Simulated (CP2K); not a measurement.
Runs of CP2K 2026.2 on Al. Symmetry: Fm-3m, No. 225, cubic system. The conventional cell has a = 4.050 Å, b = 4.050 Å, c = 4.050 Å, α = 90.00°, β = 90.00°, γ = 90.00°. Al (site symmetry m-3m) is surrounded by 12 Al at 2.86 Å. 

| task | level | potentials or basis | cell | NGRIDS | EXTRAPOLATION | potentials | optimiser | most steps | gap on the mesh (eV) | pressure (GPa) | relaxed volume (Å³/atom) |
| --- | --- | --- | --- | --- | --- | --- | --- | --- | --- | --- | --- |
| relaxation of cell and atoms | LDA | GTH_POTENTIALS Al GTH-PADE-q3; TZVP-MOLOPT-PBE-GTH basis | relaxed | 4 | USE_PREV_P | Al GTH-PADE-q3 of GTH_POTENTIALS | BFGS | 40 | none | 0.0 | 15.69 |
| band structure | BLYP | GTH_POTENTIALS Al GTH-BLYP-q3; TZVP-MOLOPT-PBE-GTH basis | as given | 4 | - | Al GTH-BLYP-q3 of GTH_POTENTIALS | - | - | none | (b) | - |
| relaxation of cell and atoms | revPBE+D4 | POTENTIAL_UZH Al GTH-PBE-q3; TZVP-MOLOPT-PBE-GTH basis | relaxed | 5 | USE_PREV_P | Al GTH-PBE-q3 of POTENTIAL_UZH | BFGS | 40 | none | 0.0 | (a) |
| band structure | PBEsol | POTENTIAL_UZH Al GTH-PBE-q3; TZVP-MOLOPT-PBE-GTH basis | as given | 5 | - | Al GTH-PBE-q3 of POTENTIAL_UZH | - | - | none | -0.7 | - |
| relaxation of cell and atoms | RPBE | POTENTIAL_UZH Al GTH-PBE-q3; TZVP-MOLOPT-PBE-GTH basis | relaxed | 5 | USE_PREV_P | Al GTH-PBE-q3 of POTENTIAL_UZH | BFGS | 40 | none | 0.0 | 16.43 |

Alike in all rows: no spin polarisation; k mesh 11 × 11 × 11; smearing fermi-dirac 0.05 eV.

**Question.** Estimate the missing entries.

**Answer.** (a) 15.36; (b) 1.1.

Caveats: the basis of atomic orbitals isn't converged, which shifts pressures, moduli and gaps; the potentials were made for another functional, which shifts forces and pressure (some runs); the real-space grid breaks the cell's symmetry a little (some runs); pairwise dispersion overbinds metals, which lowers pressure and volume (some runs).

A gap of «none» marks a metal or a gap under the smearing width.
